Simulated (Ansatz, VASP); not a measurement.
ZnSe (Stilleite): VASP beside Ansatz

```
Se Zn
1.0
     0.00000    2.83380    2.83380
     2.83380    0.00000    2.83380
     2.83380    2.83380    0.00000
Se Zn
1 1
Direct
  0.75000 0.75000 0.75000
  0.00000 0.00000 0.00000
```

Alike in both runs: task relaxation of cell and atoms; functional RPBE; dispersion D4; k mesh 8 × 8 × 8; occupations fermi-dirac, width 0.05 eV; no spin polarisation.

|  | VASP | Ansatz |
| --- | --- | --- |
| version | VASP 6.6.1 | Ansatz 0.2.0 |
| potentials or method | VASP PAW PBE potentials, release 64 (Se, Zn) | Ansatz PAW |
| plane-wave cutoff (eV) | 600 | 420 |
| valence electrons in the cell | 18 | 28 |

|  | VASP | Ansatz | Ansatz less VASP |
| --- | --- | --- | --- |
| gap on the k mesh at the Fermi level, each at its own relaxed structure (eV) | 1.49 | 1.51 | +0.019 |
| relaxed volume (Å³/atom) | 22.56 | 22.47 | -0.093 |
| relaxed cell length with the largest relative difference (Å) | 3.996 | 3.991 | -0.0055 |

The two sets of potentials don't hold the same shells in valence.

Caveats: the PAW data sets were made with another functional, which shifts forces and pressure a little (VASP); the plane-wave basis is chosen anew once the cell has moved, so the energies of steps on either side of that aren't comparable (Ansatz); the PAW data sets come from PBE, with cores solved anew for the run's functional, which leaves a small shift of forces and pressure (Ansatz). A hybrid or GW would open this gap; RPBE tends to underestimate it.
